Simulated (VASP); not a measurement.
# RbBr, energy difference of two geometries: which settings are enough?

RbBr, Fm-3m (no. 225), 2 atoms in the cell. LDA, energy difference of two geometries; PAW potentials Rb_sv, Br (LDA set). VASP 6.6.1.

Wanted: energy difference within 0.5 meV/atom.

What the run is for: energy difference; Accuracy asked: standard; Second geometry: volume scaled by 1.06.

The series start from Plane-wave cutoff (eV): 290; k-point mesh: 6 × 6 × 6; Precision mode (PREC): Accurate; Electronic threshold (eV): 1e-6; Aspherical gradient terms in the spheres (LASPH): yes; Electronic algorithm: ALGO=Normal. Each series keeps the choices made before it, and each single choice may use up half of a tolerance. Times cover all steps of a run.

## Plane-wave cutoff (eV)

| Plane-wave cutoff (eV) | Energy difference (meV/atom) | Time (s) |
|---|---|---|
| 180 | 20.14 | 3.9 |
| 220 | 22.22 | 4.1 |
| 250 | 22.49 | 7.4 |
| 290 | 22.55 | 6.7 |
| 330 | 22.56 | 8.4 |
| 380 | 22.58 | 7.3 |
| 460 | 22.59 | 10 |
| 580 (reference) | 22.58 | 15 |

Chosen: 250, the loosest value from which every tighter one stays within half of the tolerance.

## k-point mesh

| k-point mesh | Energy difference (meV/atom) | Time (s) |
|---|---|---|
| 2 × 2 × 2 | 17.49 | 3.0 |
| 3 × 3 × 3 | 22.72 | 3.4 |
| 4 × 4 × 4 | 22.30 | 4.3 |
| 5 × 5 × 5 | 22.45 | 5.4 |
| 6 × 6 × 6 | 22.49 | 7.4 |
| 7 × 7 × 7 | 22.52 | 8.5 |
| 9 × 9 × 9 | 22.57 | 12 |
| 11 × 11 × 11 (reference) | 22.49 | 17 |

Chosen: 3 × 3 × 3.

## Precision mode (PREC)

| Precision mode (PREC) | Energy difference (meV/atom) | Time (s) |
|---|---|---|
| SingleN | 22.24 | 2.2 |
| Normal | 22.70 | 2.4 |
| Single | 22.66 | 2.8 |
| Accurate (reference) | 22.72 | 3.4 |

Chosen: Normal.

## Electronic threshold (eV)

| Electronic threshold (eV) | Energy difference (meV/atom) | Time (s) |
|---|---|---|
| 0.001 | 22.71 | 2.2 |
| 0.0001 | 22.70 | 2.3 |
| 1e-5 | 22.70 | 2.3 |
| 1e-6 | 22.70 | 2.4 |
| 1e-7 | 22.70 | 2.9 |
| 1e-8 (reference) | 22.70 | 2.8 |

Chosen: 0.001.

## Aspherical gradient terms in the spheres (LASPH)

| Aspherical gradient terms in the spheres (LASPH) | Energy difference (meV/atom) | Time (s) |
|---|---|---|
| yes | 22.71 | 2.2 |
| no | 22.71 | 1.7 |

Chosen: yes; no other choice that stays within half of the tolerance saves 30 % of the time.

## Electronic algorithm

| Electronic algorithm | Energy difference (meV/atom) | Time (s) |
|---|---|---|
| ALGO=Normal | 22.71 | 2.2 |
| ALGO=Fast | 22.70 | 2.2 |
| ALGO=VeryFast | 22.72 | 2.3 |
| ALGO=All ISEARCH=1 | 22.71 | 2.9 |
| ALGO=All ISEARCH=0 | 22.71 | 2.9 |
| ALGO=Damped TIME=0.4 | 22.72 | 2.7 |
| ALGO=Damped TIME=0.1 | 22.83 | 2.9 |

Chosen: ALGO=Normal.

## All choices together

| Input | Energy difference (meV/atom) | Time (s) |
|---|---|---|
| the program's defaults (naive) | 22.52 | 2.0 |
| chosen settings | 22.71 | 2.2 |
| reference settings throughout | 22.58 | 56 |

The tolerance is met.

## The input

INCAR:
```
ALGO = Normal
EDIFF = 0.001
EFERMI = MIDGAP
ENCUT = 250
GGA = CA
GGA_COMPAT = F
ISIF = 2
ISMEAR = 0
LASPH = T
LCHARG = F
LREAL = F
LWAVE = F
NELM = 120
PREC = Normal
SIGMA = 0.03
```

KPOINTS:
```
Automatic mesh
0
Gamma
  3 3 3
  0 0 0
```

POSCAR.step1:
```
RbBr
1.0
    0.0000000000      3.4270000000      3.4270000000
    3.4270000000      0.0000000000      3.4270000000
    3.4270000000      3.4270000000      0.0000000000
Rb Br
1 1
Direct
    0.0000000000      0.0000000000      0.0000000000
    0.5000000000      0.5000000000      0.5000000000
```

POSCAR.step2:
```
RbBr
1.0
    0.0000000000      3.4942131424      3.4942131424
    3.4942131424      0.0000000000      3.4942131424
    3.4942131424      3.4942131424      0.0000000000
Rb Br
1 1
Direct
    0.0000000000      0.0000000000      0.0000000000
    0.5000000000      0.5000000000      0.5000000000
```

Commands (each step's output is kept before the next begins):
```
cat potpaw_LDA.64/Rb_sv/POTCAR potpaw_LDA.64/Br/POTCAR > POTCAR
cp POSCAR.step1 POSCAR
mpirun -np 1 vasp_std > vasp.out
cp POSCAR.step2 POSCAR
mpirun -np 1 vasp_std > vasp.out
```

The naive input happens to agree within the tolerance here, in 2.0 s.

The chosen input took VASP 6.6.1 2.2 s on 1 core (Intel Xeon 6975P-C (Granite Rapids)), a shared host.

## An input that fails: mixing far too strong

VASP's message: ERROR FEXCP: supplied Exchange-correletion table is too small, maximal index : 4249.

Changes against the starting input:
```
- NELM = 120
+ NELM = 78
+ IMIX = 1
+ AMIX = 2.5
+ BMIX = 0.0001
```
